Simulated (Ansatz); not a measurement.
Crystal: ZrS.

```
Zr S
1.0
     0.00000    2.62500    2.62500
     2.62500    0.00000    2.62500
     2.62500    2.62500    0.00000
Zr S
1 1
Direct
  0.00000 0.00000 0.00000
  0.50000 0.50000 0.50000
```

- Program: Ansatz 0.2.0
- Task: relaxation of cell and atoms
- Functional: PBEsol
- Dispersion: D3(BJ)
- Potentials or basis: Ansatz PAW
- Cutoff: 420 eV (not typed: the program's choice for these potentials)
- k mesh: 9 × 9 × 9
- Occupations: fermi-dirac, width 0.05 eV
- Spin: no spin polarisation

At the start: volume 18.09 Å³/atom.

Question: Where does the relaxation end?

Answer: It ends after 6 steps and the volume is 16.68 Å³/atom (-7.8 %); space group Fm-3m (No. 225, to 0.05 Å).

The path:
```csv
step,energy change (eV),largest force (eV/Å),volume (Å³)
1,0.0000,0.0000,36.18
2,-0.0511,0.0000,31.58
3,-0.1023,0.0000,33.62
4,-0.1033,0.0000,33.38
5,-0.1033,0.0000,33.36
6,-0.1029,0.0000,33.36
```

Final structure:
```
Zr S
1.0
     0.00000    2.55503    2.55503
     2.55503    0.00000    2.55503
     2.55503    2.55503    0.00000
Zr S
1 1
Direct
  0.00000 0.00000 0.00000
  0.50000 0.50000 0.50000
```

Caveat: the plane-wave basis is chosen anew once the cell has moved, so the energies of steps on either side of that aren't comparable; the PAW data sets come from PBE, with cores solved anew for the run's functional, which leaves a small shift of forces and pressure.
